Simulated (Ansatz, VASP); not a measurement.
# Cross-check of BP between VASP and Ansatz

Aim: how closely do two programs agree when they are given the same cell, functional and k mesh? The cell is taken from a series of VASP runs on this material, whose earlier steps may have relaxed, scaled or displaced it; both programs get it as it stands.

Calculated with Ansatz 0.2.0; plane waves, with VASP 6.6.1 beside it; band structure at HSE06.

## (1) The starting structure

The structure is cubic, space group F-43m (No. 216). The conventional cell has a = 4.538 Å, b = 4.538 Å, c = 4.538 Å, α = 90.00°, β = 90.00°, γ = 90.00°. P has 4 B at 1.97 Å nearest. Nearest to B lie 4 P at 1.97 Å. Farther neighbours are not listed.

## (2) Ansatz: band structure, HSE06

Ansatz runs on its default PAW (the set named soft_2) files.

The same path points are solved in both programs, so levels can be compared one by one.

input.yaml

```yaml
crystal:
  lattice:
    - [0.0, 2.269, 2.269]
    - [2.269, 0.0, 2.269]
    - [2.269, 2.269, 0.0]
  atoms:
    - { symbol: P, position: [0.75, 0.75, 0.75] }
    - { symbol: B, position: [0.0, 0.0, 0.0] }
hamiltonian:
  xc: { exchange: pbe, correlation: pbe, exx: { coeff: 0.25, omega: 0.2 } }
  pseudopotentials: { kind: paw }
kpoints:
  mp_grid: { grid: [6, 6, 6] }
  band_path:
    path:
      - [0.0, 0.0, 0.0]
      - [0.38889, 0.0, 0.38889]
      - [0.5, 0.0, 0.5]
      - [0.5, 0.22222, 0.72222]
      - [0.40278, 0.34722, 0.75]
      - [0.125, 0.125, 0.25]
      - [0.27778, 0.27778, 0.27778]
      - [0.55556, 0.38889, 0.55556]
      - [0.58333, 0.25, 0.66667]
      - [0.5, 0.30556, 0.69444]
      - [0.48611, 0.48611, 0.52778]
      - [0.625, 0.25, 0.625]
      - [0.5, 0.0, 0.5]
    npoints: 1
scf:
  occupations: { method: gaussian, width: 0.03 }
  n_extra_bands: 7
output:
  forces: true
  stress: true
  eigenvalues: true
```

Launch:

```sh
$ ansatz run input.yaml --threads 4 --pin off --max-ram 9216MiB --backend cpu --events-out ev --progress --plain --runs-dir out
```

Numbers of over 12 decimals in the logs are rounded to 6 here.

The program printed:

```text
Warning: output.stress: scf.convergence.dr2_threshold = 1e-7 eV (the SCF's general default) is looser than the 2e-10 eV advised for a printed stress (1e-10 eV for each atom of the cell: 2). What an SCF threshold leaves in a stress goes as its square root, and in the free energy as the threshold itself, and one threshold admits the most on a small cell: [figures from the program's tests cut] Set scf.convergence.dr2_threshold to 2e-10 eV or tighter. The threshold is an SCF's pass mark: one that does not reach it within its budget of iterations ends unconverged, or closes short of it on a stop that the run arms, and scf.convergence.dr2_threshold's page says what that costs each kind of run
Warning: output.stress: scf.exx.energy_threshold = 1e-6 eV is looser than the 2e-8 eV advised for a stress under a hybrid functional (1e-8 eV for each atom of the cell: 2). Every SCF of the exchange loop can meet its threshold on dr2 while the loop round them stops early: no threshold on dr2 bounds what that leaves in the stress. Set scf.exx.energy_threshold to 2e-8 eV or tighter. The threshold is the loop's pass mark: a loop that does not reach it within its budget of cycles ends unconverged, and scf.exx.energy_threshold's page has the law
scf.n_extra_bands = 7 over 4 filled bands (N_el = 8.0): the run solves 11 bands
Engine: ansatz 0.2.0, aarch64-unknown-linux-gnu
Pseudopotentials: kind: paw
Pseudopotential: P, paw, valence charge 5, recommended cutoff 420 eV (normal), P.paw.azcp
Pseudopotential: B, paw, valence charge 3, recommended cutoff 420 eV (normal), B.paw.azcp
Functional definition: unnamed
  parameter a_1 = 0.25
  parameter omega_1 = 0.2/angstrom
  exchange = pbe_x + (-a_1)*pbe_x_sr(omega_1) + a_1*exact_x_sr(omega_1)
  correlation = pbe_c
Crystal: 2 atoms, lattice volume = 23.363 Å³
Basis set: ecut = 420 eV, 459 PW (Γ), exchange–correlation on 48×48×48 points (8 copies of the dense FFT grid, shifted against one another)
Bands: 11, of which v1, the nominal top of the filled ones, is band 4 counted from 1 (3 counted from 0)
Symmetry: 24 space group operations
Space group: F-43m (ITA 216), of the structure as read, at distance tolerance 2.9e-5 Å
k-points: 16 of 216 (time reversal used)
Non-local potential: P, projectors of the file, l = 0: 2, l = 1: 2, l = 2: 2
Non-local potential: B, projectors of the file, l = 0: 2, l = 1: 2, l = 2: 1
PAW form: soft (Blöchl's): semilocal exchange-correlation on the pseudo side does not see the compensation charge
PAW frozen core: P, regenerated for the run's functional, and the local potential with it (the file was generated under x = pbe(κ = 0.804, μ = 0.219515), c = pbe(β = 0.066725))
PAW frozen core: B, regenerated for the run's functional, and the local potential with it (the file was generated under x = pbe(κ = 0.804, μ = 0.219515), c = pbe(β = 0.066725))
PAW one-centre angular grid: P, 110 points (default); XC on 64 Gauss nodes
PAW one-centre angular grid: B, 110 points (default); XC on 64 Gauss nodes
Initial density: superposition of atomic densities (neutral atoms: chi_scale 0, normalization atom), corrected by the library's trained network
Initial wavefunctions: pseudopotential atomic-orbital guess
Functional: x = pbe(κ = 0.804, μ = 0.219515), c = pbe(β = 0.066725), warm-up for x = pbe(κ = 0.804, μ = 0.219515) + 0.25 (exact − pbe) at short range (hse, ω = 0.2 Å⁻¹), c = pbe(β = 0.066725)
SCF iter   1: F=—  HF=-912.425065 eV  |F-HF|=—  |Δ(HF+E_count)|=         —  Δρ=9.70e-4  dr2=6.98e-5  ethr=1.77e-3  ⟨swp⟩=2.0  Hψ=1221  notcnv=0
preconditioner: auto → none  [insulator: Δε(μ)=1.325 eV  Ē_g=16.091 eV  σ=0.030 eV  W_gap=1.00  n_scr=0 (ndim 8)  ℏωp=21.7 eV  f_vac=0.000  D(μ)=0.00/eV (n_scr^D=0)]
SCF iter   2: F=-912.425187 eV  HF=-912.425153 eV  |F-HF|=3.43e-5  |Δ(HF+E_count)|=   8.73e-5  Δρ=4.67e-4  dr2=1.21e-5  ethr=8.72e-7  ⟨swp⟩=2.4  Hψ=260  notcnv=0  defer=2
SCF 1 stopped early in 2 iterations: F = -912.425187 eV  dr2 = 1.21e-5
  greatest PAW one-centre occupation: 0.773 electrons in one spin orbital (limit 2), on the P atom at site 0 (counted from 0), in its partial waves of l = 0
Initial density: handed on by an earlier stage of this run
Initial wavefunctions: those handed on with the density
Functional: x = pbe(κ = 0.804, μ = 0.219515) + 0.25 (exact − pbe) at short range (hse, ω = 0.2 Å⁻¹), c = pbe(β = 0.066725)
Exchange kernel: α = 0.2500, screened, ω = 0.2000 Å⁻¹, Wigner–Seitz truncation, v(0) = 1124.3044 eV·Å³, q-mesh 6×6×6, nearest image of the exchange supercell L = 19.25 Å, pair-density grid 12×12×12, without the augmentation charges, whose exchange is taken in its separable form by FFT convolution over the k-point mesh (sized by the pseudopotential files, 18×18×18 at the most), smooth part of the exact exchange by density-matrix convolution
Frozen-core exchange: fock
SCF iter   1: F=—  HF=-913.118328 eV  |F-HF|=—  |Δ(HF+E_count)|=         —  Δρ=4.39e-3  dr2=2.55e-3  ethr=1.51e-6  ⟨swp⟩=6.8  Hψ=885  notcnv=0
preconditioner: auto → none  [insulator: Δε(μ)=2.032 eV  Ē_g=18.066 eV  σ=0.030 eV  W_gap=1.00  n_scr=0 (ndim 8)  ℏωp=21.7 eV  f_vac=0.000  D(μ)=0.00/eV (n_scr^D=0)]
SCF iter   2: F=—  HF=-913.117305 eV  |F-HF|=—  |Δ(HF+E_count)|=   1.02e-3  Δρ=1.97e-3  dr2=6.00e-4  ethr=1.51e-6  ⟨swp⟩=3.0  Hψ=327  notcnv=0
SCF iter   3: F=—  HF=-913.119157 eV  |F-HF|=—  |Δ(HF+E_count)|=   1.85e-3  Δρ=6.21e-4  dr2=5.11e-5  ethr=1.51e-6  ⟨swp⟩=3.2  Hψ=318  notcnv=0  defer=1
iter 4 solved again at ethr=1.46e-8 eV; its pass at ethr=5.74e-7 eV (dr2=1.17e-6 eV) is discarded
SCF iter   4: F=—  HF=-913.119140 eV  |F-HF|=—  |Δ(HF+E_count)|=   1.74e-5  Δρ=8.44e-5  dr2=4.09e-6  ethr=1.46e-8  ⟨swp⟩=3.1  Hψ=626  notcnv=0
SCF iter   5: F=-913.119160 eV  HF=-913.119160 eV  |F-HF|=5.51e-7  |Δ(HF+E_count)|=   2.04e-5  Δρ=8.13e-5  dr2=1.09e-6  ethr=1.46e-8  ⟨swp⟩=3.4  Hψ=320  notcnv=0
SCF 2 stopped early in 5 iterations: F = -913.119160 eV  dr2 = 1.09e-6
  greatest PAW one-centre occupation: 0.770 electrons in one spin orbital (limit 2), on the P atom at site 0 (counted from 0), in its partial waves of l = 0
hybrid outer 1: dexx = +2.286e-3 eV, tail = 3.39e-6 eV
Exchange kernel: α = 0.2500, screened, ω = 0.2000 Å⁻¹, Wigner–Seitz truncation, v(0) = 1124.3044 eV·Å³, q-mesh 6×6×6, nearest image of the exchange supercell L = 19.25 Å, pair-density grid 12×12×12, without the augmentation charges, whose exchange is taken in its separable form by FFT convolution over the k-point mesh (sized by the pseudopotential files, 18×18×18 at the most), smooth part of the exact exchange by density-matrix convolution
Frozen-core exchange: fock
SCF iter   1: F=—  HF=-913.119152 eV  |F-HF|=—  |Δ(HF+E_count)|=         —  Δρ=2.36e-5  dr2=1.93e-7  ethr=2.12e-7  ⟨swp⟩=4.7  Hψ=449  notcnv=0
preconditioner: auto → none  [insulator: Δε(μ)=2.084 eV  Ē_g=18.074 eV  σ=0.030 eV  W_gap=1.00  n_scr=0 (ndim 8)  ℏωp=21.7 eV  f_vac=0.000  D(μ)=0.00/eV (n_scr^D=0)]
SCF iter   2: F=-913.119152 eV  HF=-913.119152 eV  |F-HF|=4.59e-10  |Δ(HF+E_count)|=   4.76e-8  Δρ=6.48e-6  dr2=6.63e-9  ethr=1.86e-9  ⟨swp⟩=3.0  Hψ=285  notcnv=0
SCF 3 converged in 2 iterations: F = -913.119152 eV  dr2 = 6.63e-9
  Residual-converged pass: ⟨swp⟩=3.2  Hψ=299  notcnv=0  max |occ|·‖R‖ = 2.3e-6 eV (tolerance 2.4e-6 eV)  dr2=6.75e-9  dr2_onsite=1.17e-10  max |Δocc| = 0.0e0
hybrid outer 2: dexx = +2.257e-8 eV, tail = 1.37e-8 eV, Δε = 1.53e-3 eV (about 1.46e-4 eV left of the loop's levels)
NSCF: frozen V_eff on 13 k-points
hybrid SCF converged: 2 outer / 7 inner (+2 warm-up), last move |dexx| = 2.26e-8 eV, tail = 1.37e-8 eV
Stability not checked: this state was not tested for a lower state beside it, because the functional holds exact exchange (a hybrid, or Hartree-Fock), whose exchange loop this test does not read (fock_operator; see scf.lower_state_search)
Free energy (F): -913.119152 eV
Frozen-core exchange: fock
Harris-Foulkes:  -913.119152 eV  (|F-HF|=4.59e-10)
Internal energy: -913.119152 eV  (E = F + TS)
E sigma→0 (E₀):  -913.119152 eV
Fermi energy:    9.884044 eV
--- Per-component energies (eV) ---
  E_band       = 13.428233
  E_kinetic    = 121.519193
  E_local      = -66.955023  (includes V_loc(G=0)·N_el)
  E_nonlocal   = 44.254973
  E_hartree    = 17.022877
  E_xc         = -77.326189
  E_vxc        = -81.463762  (∫ρ·V_xc dr)
  E_exx        = -13.857261  (= α·E_x^exact, valence–valence)
  E_paw        = -652.197929  (= ΣΔE_a)
  E_vpaw       = -10.258443  (= ΣTr[D̂ρ^β])
  E_aug_tail   = 0.000001  (compensation charges beyond the density's cutoff)
  E_ewald      = -285.491518
  E_core_change = -0.088275  (= ΣΔE_core)
  E_smearing   = -0.000000  (= −TS)
  E_closure    = -0.000001  (closes the sum)
  Σ components = -913.119152   (vs F -913.119152, Δ=0.00e0)
--- Forces (eV/Å), atoms counted from 1 ---
  atom   1  P      0.00000000     0.00000000    -0.00000000
  atom   2  B     -0.00000000     0.00000000     0.00000000
  max |Σ_I F_I| component: 3.52e-16 eV/Å
--- Stress (GPa, compression-positive) ---
       -1.506421      -0.000000      -0.000000
       -0.000000      -1.506421       0.000000
       -0.000000       0.000000      -1.506421
  P = ⅓ Tr σ = -1.5064 GPa (-15.064 kbar)
--- Band table (eV; the first three rows and the last of 16) ---
  k-point 0: bands = [-8.2541, 8.8423, 8.8423, 8.8423, 13.2030, 13.2030, 13.2030, 17.5540, ... 3 higher]
  k-point 1: bands = [-7.7076, 5.7583, 8.1335, 8.1335, 13.8383, 14.1722, 14.1722, 18.8973, ... 3 higher]
  k-point 2: bands = [-6.1477, 1.4092, 7.2365, 7.2365, 13.7207, 14.7522, 14.7522, 20.2976, ... 3 higher]
  k-point 15: bands = [-2.6382, -0.3505, 3.0497, 3.1857, 13.5942, 14.2408, 19.3601, 20.0245, ... 3 higher]
```

Elapsed: 12 s, on 4 threads of Arm Neoverse V2, shared host; peak memory 0.59 GiB; 43 s of CPU time.

Reading the cycles: dr2 is the Hartree energy of the density residual (eV), the measure of convergence; HF is the Harris–Foulkes estimate of the energy, which meets the free energy F at convergence.

(Continued in part 2 of 2.)

[Lines on the potential files, build, host, timing and source positions are cut from VASP's logs without a mark.]

[Logs are printed without paths, hosts, clocks, repeated set-up lines and the standing remarks that a program may print on its own settings, such as how far it seeks lower states.]

[Hosts, paths, dates, database ids (printed as entryN), source tags and the programs' standing remarks are cut or masked in the printed files.]
